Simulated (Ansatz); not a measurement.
**BeS in Ansatz: the effect of functional**

BeS:

```
CELL_PARAMETERS angstrom
0.00000 2.44106 2.44106
2.44106 0.00000 2.44106
2.44106 2.44106 0.00000
ATOMIC_POSITIONS crystal
S 0.75000 0.75000 0.75000
Be 0.00000 0.00000 0.00000
```

The cell isn't the ideal one: volume scaled by 1.02.

Alike in all runs:

```yaml
Program: Ansatz 0.2.0
Task: single point
Potentials_or_basis: Ansatz PAW
k_mesh: 9 × 9 × 9
Occupations: fermi-dirac, width 0.05 eV
Spin: no spin polarisation
```

| functional | cutoff | gap on the mesh (eV) | pressure (GPa) |
| --- | --- | --- | --- |
| LDA | 420 eV (not typed: the program's choice for these potentials) | ? | ? |
| PBEsol | 420 eV (not typed: the program's choice for these potentials) | 3.06 | -2.5 |
| r2SCAN | 500 eV (not typed: the program's choice for these potentials) | 3.70 | -0.8 |

What does the run with functional LDA give?

gap on the mesh 3.03 eV; pressure -4.9 GPa.

Caveats: odd divisions of the mesh miss points on the zone boundary, where band edges often lie, so the gap on the mesh can be too wide; the PAW data sets come from PBE, with cores solved anew for the run's functional, which leaves a small shift of forces and pressure.

A k mesh can miss the band edges.

Runs at the PBE level aren't shown here.
